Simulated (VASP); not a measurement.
# HgTe (F-43m) in VASP: band structure with PBE

Aim: the band structure of HgTe with PBE.

Everything below comes from runs of VASP 6.6.1. Logs are shortened: lines on timing, memory, paths and dates and some standing lists are left out, and cuts for length are marked.

### Step 1. The structure

It takes space group F-43m (No. 216, cubic). The conventional cell has a = 6.429 Å, b = 6.429 Å, c = 6.429 Å, α = 90.00°, β = 90.00°, γ = 90.00°. Hg (site symmetry -43m) is surrounded by 4 Te at 2.78 Å. Te (site symmetry -43m) is surrounded by 4 Hg at 2.78 Å.

### Step 2. Band structure, PBE

File INCAR:

```
SYSTEM = HgTe
PREC = Accurate
ENCUT = 520
EDIFF = 1E-6
ISMEAR = 0
SIGMA = 0.02
LREAL = .FALSE.
LASPH = .TRUE.
NELM = 80
ALGO = Normal
ISIF = 2
LWAVE = .FALSE.
LCHARG = .FALSE.
GGA = PE
```

File KPOINTS:

```
Automatic mesh
0
G
  8 8 8
  0 0 0
```

File POSCAR:

```
HgTe
1.0
    0.0000000000      3.2145000000      3.2145000000
    3.2145000000      0.0000000000      3.2145000000
    3.2145000000      3.2145000000      0.0000000000
Hg Te
1 1
Direct
    0.0000000000      0.0000000000      0.0000000000
    0.2500000000      0.2500000000      0.2500000000
```

File KPOINTS_OPT:

```
path GXWKGLUWLK,UX
15
line-mode
reciprocal
 0.0000000000  0.0000000000  0.0000000000  G
 0.5000000000  0.0000000000  0.5000000000  X

 0.5000000000  0.0000000000  0.5000000000  X
 0.5000000000  0.2500000000  0.7500000000  W

 0.5000000000  0.2500000000  0.7500000000  W
 0.3750000000  0.3750000000  0.7500000000  K

 0.3750000000  0.3750000000  0.7500000000  K
 0.0000000000  0.0000000000  0.0000000000  G

 0.0000000000  0.0000000000  0.0000000000  G
 0.5000000000  0.5000000000  0.5000000000  L

 0.5000000000  0.5000000000  0.5000000000  L
 0.6250000000  0.2500000000  0.6250000000  U

 0.6250000000  0.2500000000  0.6250000000  U
 0.5000000000  0.2500000000  0.7500000000  W

 0.5000000000  0.2500000000  0.7500000000  W
 0.5000000000  0.5000000000  0.5000000000  L

 0.5000000000  0.5000000000  0.5000000000  L
 0.3750000000  0.3750000000  0.7500000000  K

 0.6250000000  0.2500000000  0.6250000000  U
 0.5000000000  0.0000000000  0.5000000000  X
```

Potentials or basis: VASP PAW PBE potentials, release 64 (Hg, Te).

The run is started by

```bash
$ cat potpaw_PBE.64/Hg/POTCAR potpaw_PBE.64/Te/POTCAR > POTCAR
$ mpirun -np 1 vasp_std > vasp.out
```

OUTCAR:

```text
SYSTEM = HgTe
   PREC = Accurate
   ENCUT = 520
   EDIFF = 1E-6
   ISMEAR = 0
   LREAL = .FALSE.
   LASPH = .TRUE.
   NELM = 80
   ISIF = 2
   GGA = PE

 ion  position               nearest neighbor table
   1  0.000  0.000  0.000-   2 2.78   2 2.78   2 2.78   2 2.78
   2  0.250  0.250  0.250-   1 2.78   1 2.78   1 2.78   1 2.78

  LATTYP: Found a face centered cubic cell.
 ALAT       =     6.4290000000

  Lattice vectors:

 A1 = (   0.0000000000,   3.2145000000,   3.2145000000)
 A2 = (   3.2145000000,   0.0000000000,   3.2145000000)
 A3 = (   3.2145000000,   3.2145000000,   0.0000000000)

Analysis of symmetry for initial positions (statically):
=====================================================================
 Subroutine PRICEL returns:
 Original cell was already a primitive cell.

 Routine SETGRP: Setting up the symmetry group for a
 face centered cubic supercell.

 Subroutine GETGRP returns: Found 24 space group operations
 (whereof 24 operations were pure point group operations)
 out of a pool of 48 trial point group operations.

The static configuration has the point symmetry T_d .

Analysis of symmetry for dynamics (positions and initial velocities):
=====================================================================
 Subroutine PRICEL returns:
 Original cell was already a primitive cell.

 Routine SETGRP: Setting up the symmetry group for a
 face centered cubic supercell.

 Subroutine GETGRP returns: Found 24 space group operations
 (whereof 24 operations were pure point group operations)
 out of a pool of 48 trial point group operations.

The dynamic configuration has the point symmetry T_d .

 Subroutine INISYM returns: Found 24 space group operations
 (whereof 24 operations are pure point group operations),
 and found     1 'primitive' translations

----------------------------------------------------------------------------------------

                                     Primitive cell

  volume of cell :      66.4309

  direct lattice vectors                    reciprocal lattice vectors
     0.000000000  3.214500000  3.214500000    -0.155545186  0.155545186  0.155545186
     3.214500000  0.000000000  3.214500000     0.155545186 -0.155545186  0.155545186
     3.214500000  3.214500000  0.000000000     0.155545186  0.155545186 -0.155545186

  length of vectors
     4.545989496  4.545989496  4.545989496     0.269412165  0.269412165  0.269412165

  position of ions in fractional coordinates (direct lattice)
     0.000000000  0.000000000  0.000000000
     0.250000000  0.250000000  0.250000000

  ion indices of the primitive-cell ions
   primitive index   ion index
                 1           1
                 2           2

----------------------------------------------------------------------------------------

 KPOINTS: Automatic mesh

Automatic generation of k-mesh.
 Grid dimensions read from file:
 generate k-points for:    8    8    8

 Generating k-lattice:

  Cartesian coordinates                     Fractional coordinates (reciprocal lattice)
    -0.019443148  0.019443148  0.019443148     0.125000000  0.000000000  0.000000000
     0.019443148 -0.019443148  0.019443148     0.000000000  0.125000000  0.000000000
     0.019443148  0.019443148 -0.019443148     0.000000000  0.000000000  0.125000000

  Length of vectors
     0.033676521  0.033676521  0.033676521

  Shift w.r.t. Gamma in fractional coordinates (k-lattice)
     0.000000000  0.000000000  0.000000000

 Subroutine IBZKPT returns following result:
 ===========================================

 Found     29 irreducible k-points:

 Following reciprocal coordinates:
            Coordinates               Weight
  0.000000  0.000000  0.000000      1.000000
  0.125000  0.000000  0.000000      8.000000
  0.250000  0.000000  0.000000      8.000000
  0.375000  0.000000  0.000000      8.000000
  0.500000  0.000000  0.000000      4.000000
  0.125000  0.125000  0.000000      6.000000
[... 16 lines left out ...]
  0.500000  0.250000  0.125000     48.000000
 -0.375000  0.250000  0.125000     24.000000
 [... further k-points ...]
   k-points           NKPTS =     29   k-points in BZ     NKDIM =     29   number of bands    NBANDS=     13
   number of dos      NEDOS =    301   number of ions     NIONS =      2
   total plane-waves  NPLWV =  46656
   dimension x,y,z NGX =    36 NGY =   36 NGZ =   36
   dimension x,y,z NGXF=    72 NGYF=   72 NGZF=   72
   ions per type =               1   1
   NGX,Y,Z   is equivalent  to a cutoff of  13.17, 13.17, 13.17 a.u.
   NGXF,Y,Z  is equivalent  to a cutoff of  26.33, 26.33, 26.33 a.u.
 SYSTEM =  HgTe
   PREC   = accura    normal or accurate (medium, high low for compatibility)
   ISTART =      0    job   : 0-new  1-cont  2-samecut
   ICHARG =      2    charge: 1-file 2-atom 10-const
   ISPIN  =      1    spin polarized calculation?
   LNONCOLLINEAR =      F non collinear calculations
   LSORBIT =      F    spin-orbit coupling
   LASPH  =      T    aspherical Exc in radial PAW
   ENCUT  =  520.0 eV  38.22 Ry    6.18 a.u.   8.45  8.45  8.45*2*pi/ulx,y,z
   NELM   =     80;   NELMIN=  2; NELMDL= -5     # of ELM steps
   EDIFF  = 0.1E-05   stopping-criterion for ELM
   LREAL  =      F    real-space projection
[... 7 lines left out ...]
   TEBEG  =    0.0;   TEEND  =   0.0 temperature during run
   PSTRESS=    0.0 pullay stress
   NELECT =      18.0000    total number of electrons
   NUPDOWN=      -1.0000    fix difference up-down
   EMIN   =  10.00;   EMAX   =-10.00  energy-range for DOS
   EFERMI =   0.00;   METHOD = LEGACY
   ISMEAR =     0;   SIGMA  =   0.02  broadening in eV -4-tet -1-fermi 0-gaus
   EFERMI_NEDOS =   21; number of points for ismear=-14 and -15
   IALGO  =     38    algorithm
   IMIX   =      4    mixing-type and parameters
     AMIX     =   0.40;   BMIX     =  1.00
     AMIX_MAG =   1.60;   BMIX_MAG =  1.00
  volume/ion in A,a.u.               =      33.22       224.15
  Fermi-wavevector in a.u.,A,eV,Ry     =   1.059357  2.001894 15.268958  1.122237
  Thomas-Fermi vector in A             =   2.194699
   LORBIT       =      0    0 simple, 1 ext, 2 COOP (PROOUT), +10 PAW based schemes
   GGA     = PE    functional components
   LHFCALC =     F    Hartree Fock is set to
   AEXX    =    0.0000 exact exchange contribution
   IVDW    =     0    specifies the selected vdW correction
   LEPSILON=     F    determine dielectric tensor
   LRPA    =     F    only Hartree local field effects (RPA)
 non-spin polarized calculation
 Gauss-broadening in eV      SIGMA  =   0.02
  energy-cutoff  :      520.00
  volume of cell :       66.43
 maximum number of plane-waves:      1812
 NGX is ok and might be reduce to    36
   NGX = 17   NGY = 17   NGZ = 17

 number of electron      18.0000000 magnetization

 Free energy of the ion-electron system (eV)
  ---------------------------------------------------
  ext. energy  EPLUGINS =         0.00000000
  ---------------------------------------------------
  free energy    TOTEN  =        -3.55442833 eV

  energy without entropy =       -3.55436807  energy(sigma->0) =       -3.55439820

 E-fermi :   3.2795     XC(G=0):  -8.8179

 val. band max:        3.2734119837   @ k =   0.0000   0.0000   0.0000
 cond. band min:       3.9591028122   @ k =   0.1250   0.0000   0.0000
 fundamental gap:      0.6856908285
 Fermi energy:         3.2795033636

 k-point     1 :       0.0000    0.0000    0.0000
  band No.  band energies     occupation
      1      -8.8332      2.00000
      2      -4.1789      2.00000
      3      -4.1789      2.00000
      4      -4.1789      2.00000
      5      -3.6290      2.00000
      6      -3.6290      2.00000
      7       2.5878      2.00000
      8       3.2734      1.33333
      9       3.2734      1.33333
     10       3.2734      1.33333
     11       7.4722      0.00000
     12       7.4722      0.00000
     13       7.4722      0.00000

 k-point     2 :       0.1250    0.0000    0.0000
  band No.  band energies     occupation
      1      -8.7535      2.00000
      2      -4.1567      2.00000
      3      -4.1567      2.00000
      4      -4.1504      2.00000
      5      -3.6313      2.00000
      6      -3.6313      2.00000
      7       1.4202      2.00000
      8       3.0915      2.00000
      9       3.0915      2.00000
     10       3.9591      0.00000
     11       7.4146      0.00000
     12       7.7104      0.00000
     13       7.7104      0.00000

 k-point     3 :       0.2500    0.0000    0.0000
  band No.  band energies     occupation
      1      -8.5517      2.00000
      2      -4.1069      2.00000
      3      -4.1069      2.00000
      4      -4.0203      2.00000
      5      -3.6303      2.00000
      6      -3.6303      2.00000
      7      -0.1427      2.00000
      8       2.7101      2.00000
      9       2.7101      2.00000
     10       4.1554      0.00000
     11       8.1200      0.00000
     12       8.1200      0.00000
     13       8.2077      0.00000
[... 305 lines left out ...]
 k-point    23 :       0.5000    0.2500    0.1250
  band No.  band energies     occupation
      1      -8.2166      2.00000
      2      -4.0225      2.00000
      3      -3.9912      2.00000
      4      -3.7510      2.00000
      5      -3.6106      2.00000
      6      -3.4894      2.00000
      7      -1.5871      2.00000
      8       0.9054      2.00000
      9       1.8585      2.00000
     10       5.5463      0.00000
     11       7.5737      0.00000
     12       8.4546      0.00000
     13       9.8716      0.00000

 k-point    24 :      -0.3750    0.2500    0.1250
  band No.  band energies     occupation
      1      -8.1402      2.00000
      2      -4.0093      2.00000
      3      -3.9750      2.00000
      4      -3.6681      2.00000
      5      -3.6233      2.00000
      6      -3.2310      2.00000
      7      -2.1827      2.00000
      8       0.7626      2.00000
      9       1.6826      2.00000
     10       5.5542      0.00000
     11       7.6762      0.00000
     12       8.8910      0.00000
     13      10.3714      0.00000

 [... further k-points ...]
[... 5 lines left out ...]
  --------------------------------------------------------------------------------------
  -------------------------------------------------------------------------------------
  Total        1.9137561      1.9137561      1.9137561      0.0000000     -0.0000000     -0.0000000
  in kB       46.1558648     46.1558648     46.1558648      0.0000000     -0.0000000     -0.0000000
  external PRESSURE =      46.1558648 kB  Pullay stress =       0.0000000 kB

 VOLUME and BASIS-vectors are now :
 -----------------------------------------------------------------------------
  energy-cutoff  :      520.00
  volume of cell :       66.43
      direct lattice vectors                 reciprocal lattice vectors
     0.000000000  3.214500000  3.214500000    -0.155545186  0.155545186  0.155545186
     3.214500000  0.000000000  3.214500000     0.155545186 -0.155545186  0.155545186
     3.214500000  3.214500000  0.000000000     0.155545186  0.155545186 -0.155545186

 POSITION                                       TOTAL-FORCE (eV/Angst)
 -----------------------------------------------------------------------------------
      0.00000      0.00000      0.00000         0.000000     -0.000000     -0.000000
      1.60725      1.60725      1.60725        -0.000000      0.000000      0.000000
 -----------------------------------------------------------------------------------
    total drift:                               -0.000000     -0.000000     -0.000000

  FREE ENERGIE OF THE ION-ELECTRON SYSTEM (eV)
  ---------------------------------------------------
  free  energy   TOTEN  =        -3.5544283260 eV

  energy  without entropy=       -3.5543680673  energy(sigma->0) =       -3.55439820
```

Run time: 46 s. Hardware: 1 thread of Intel Xeon 6975P-C (Granite Rapids), shared host; peak memory 0.21 GiB.

What came out:

* Free energy: -3.5544 eV
* Pressure: 4.6 GPa
* Band gap along the path: none (metal or under the smearing width)

Levels at the corners of the path, in eV from the Fermi level:
```
point  band 5  band 6  band 7  band 8  band 9  band 10  band 11  band 12  band 13
    Γ   -6.91   -6.91   -0.69   -0.01   -0.01    -0.01     4.19     4.19     4.19
    X   -6.84   -6.44   -5.53   -2.35   -2.35     1.88     2.44     8.28     8.92
    X   -6.84   -6.44   -5.53   -2.35   -2.35     1.88     2.44     8.28     8.92
    W   -6.95   -6.26   -5.63   -2.76   -2.63     3.16     4.61     5.29     6.13
    W   -6.95   -6.26   -5.63   -2.76   -2.63     3.16     4.61     5.29     6.13
    K   -6.88   -6.35   -5.57   -3.01   -1.95     2.24     4.02     7.03     7.20
    K   -6.88   -6.35   -5.57   -3.01   -1.95     2.24     4.02     7.03     7.20
    Γ   -6.91   -6.91   -0.69   -0.01   -0.01    -0.01     4.19     4.19     4.19
    Γ   -6.91   -6.91   -0.69   -0.01   -0.01    -0.01     4.19     4.19     4.19
    L   -6.89   -6.59   -5.61   -1.03   -1.03     0.70     5.01     5.01     6.86
    L   -6.89   -6.59   -5.61   -1.03   -1.03     0.70     5.01     5.01     6.86
    U   -6.88   -6.35   -5.57   -3.01   -1.95     2.24     4.02     7.03     7.20
    U   -6.88   -6.35   -5.57   -3.01   -1.95     2.24     4.02     7.03     7.20
    W   -6.95   -6.26   -5.63   -2.76   -2.63     3.16     4.61     5.29     6.13
    W   -6.95   -6.26   -5.63   -2.76   -2.63     3.16     4.61     5.29     6.13
    L   -6.89   -6.59   -5.61   -1.03   -1.03     0.70     5.01     5.01     6.86
    L   -6.89   -6.59   -5.61   -1.03   -1.03     0.70     5.01     5.01     6.86
    K   -6.88   -6.35   -5.57   -3.01   -1.95     2.24     4.02     7.03     7.20
    U   -6.88   -6.35   -5.57   -3.01   -1.95     2.24     4.02     7.03     7.20
    X   -6.84   -6.44   -5.53   -2.35   -2.35     1.88     2.44     8.28     8.92
```

Caveat: spin-orbit coupling is left out, which moves the levels of the heavy elements.
